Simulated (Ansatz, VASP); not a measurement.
One calculation of Si, two programs

Contents of INCAR:

```
PREC = Accurate ; ENCUT = 520
EDIFF = 1E-6 ; ISMEAR = -1
SIGMA = 0.1 ; LREAL = False
LASPH = True ; NELM = 100
ALGO = Normal ; ISIF = 2
LWAVE = False ; LCHARG = True
GGA = CA ; LELF = True
LVHAR = True ; NBANDS = 8
```

File KPOINTS:

```
Automatic mesh
0
Gamma
  16 16 16
```

The input POSCAR:

```
Si
1.0
    2.3595100016      0.0000000000      0.0000000000
    0.0000000000      2.3595100016      0.0000000000
    0.0000000000      0.0000000000      2.3595100016
Si
1
Direct
    0.0000000000      0.0000000000      0.0000000000
```

Input for Ansatz:

```yaml
crystal:
  lattice:
    - [2.3595100016, 0.0, 0.0]
    - [0.0, 2.3595100016, 0.0]
    - [0.0, 0.0, 2.3595100016]
  atoms:
    - { symbol: Si, position: [0.0, 0.0, 0.0] }
kpoints:
  mp_grid: { grid: [16, 16, 16] }
scf:
  occupations: { method: fermi_dirac, width: 0.1 }
hamiltonian:
  xc: lda
  pseudopotentials: { kind: all_electron, lapw: { basis_error: 0.001 } }
output:
  forces: true
  stress: true
  eigenvalues: true
  populations: true
```

Change from the starting cell: volume scaled by 0.84, LAPW.

Alike in both runs: task single point; functional LDA; k mesh 16 × 16 × 16; occupations fermi-dirac, width 0.1 eV; no spin polarisation.

|  | VASP | Ansatz |
| --- | --- | --- |
| version | VASP 6.6.1 | Ansatz 0.2.0 |
| potentials or method | VASP PAW LDA potentials, release 64 (Si) | all-electron LAPW, scalar-relativistic |
| plane-wave cutoff (eV) | 520 | see its input |

|  | VASP | Ansatz | Ansatz less VASP |
| --- | --- | --- | --- |
| pressure (GPa) | 27.6 | 27.3 | -0.29 |

Ansatz ran all-electron here, so the differences hold the error of VASP's frozen core and of both bases.

Caveats: so large a pressure means that the cell lies far from this level's equilibrium, or that cutoff or potentials fall short (VASP).
